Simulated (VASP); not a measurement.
Runs of VASP 6.6.1 on CuI (Marshite). Symmetry: F-43m, No. 216, cubic system. The conventional cell has a = 6.063 Å, b = 6.063 Å, c = 6.063 Å, α = 90.00°, β = 90.00°, γ = 90.00°. Around Cu (site symmetry -43m) lie 4 I at 2.63 Å. I (site symmetry -43m) is surrounded by 4 Cu at 2.63 Å. 

```tsv
task	level	potentials or basis	cell	k mesh	cutoff (eV)	gap on the mesh (eV)	pressure (GPa)	relaxed volume (Å³/atom)
relaxation of cell and atoms	PBE	VASP PAW PBE potentials, release 64 (Cu, I)	relaxed	8 × 8 × 8	600	(b)	0.1	28.09
relaxation of cell and atoms	r2SCAN	VASP PAW PBE potentials, release 64 (Cu, I)	relaxed	8 × 8 × 8	600	1.68	0.0	27.28
single point	PBEsol	VASP PAW PBE potentials, release 64 (Cu, I)	as given	6 × 6 × 6	520	(a)	-2.1	-
relaxation of cell and atoms	LDA	VASP PAW LDA potentials, release 64 (Cu, I)	relaxed	8 × 8 × 8	600	1.28	0.0	25.25
relaxation of cell and atoms	RPBE	VASP PAW PBE potentials, release 64 (Cu, I)	relaxed	8 × 8 × 8	600	1.11	0.0	29.77
single point	PBE	VASP PAW PBE potentials, release 64 (Cu, I)	as given	6 × 6 × 6	520	1.14	0.3	-
relaxation of cell and atoms	PBEsol	VASP PAW PBE potentials, release 64 (Cu, I)	relaxed	8 × 8 × 8	600	1.19	-0.1	26.28
relaxation of cell and atoms	PBE+D3(BJ)	VASP PAW PBE potentials, release 64 (Cu, I)	relaxed	8 × 8 × 8	600	1.27	0.0	26.65
```

Alike in all rows: no spin polarisation; smearing gaussian 0.03 eV.

Question: Fill in the values left out.

Answer: (a) 1.03; (b) 1.12.

Caveats: spin-orbit coupling is left out, which moves the levels of the heavy elements; the PAW data sets were made with another functional, which shifts forces and pressure a little (some runs).

A k mesh can miss the band edges, and the runs leave out spin-orbit coupling on I.

Not every run made on this cell is shown here.
